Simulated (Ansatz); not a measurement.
Hg: changing spin-orbit coupling

Symmetry: P6_3/mmc, No. 194, hexagonal system. Conventional cell: a = 3.462 Å, b = 3.462 Å, c = 5.488 Å, α = 90.00°, β = 90.00°, γ = 120.00°. Hg (site symmetry -6m2) is surrounded by 12 Hg at 3.39 to 3.46 Å.

Kept alike: task band structure; functional PBEsol; k mesh 9 × 9 × 5; occupations fermi-dirac, width 0.05 eV. Program: Ansatz, Ansatz PAW, cutoff 420 eV. The mesh is that of the run's cell of 2 atoms.

| spin-orbit coupling | pressure (GPa) |
| --- | --- |
| off | -2.49 |
| on | -3.38 |

Pressure is positive in compression, with a Pulay correction for the finite cutoff. For a metal such a mesh leaves the last digits unconverged. All rows use potentials made for PBE.

Question: What does spin-orbit coupling change here?

Answer: The pressure runs from -3.38 (on) to -2.49 GPa (off).
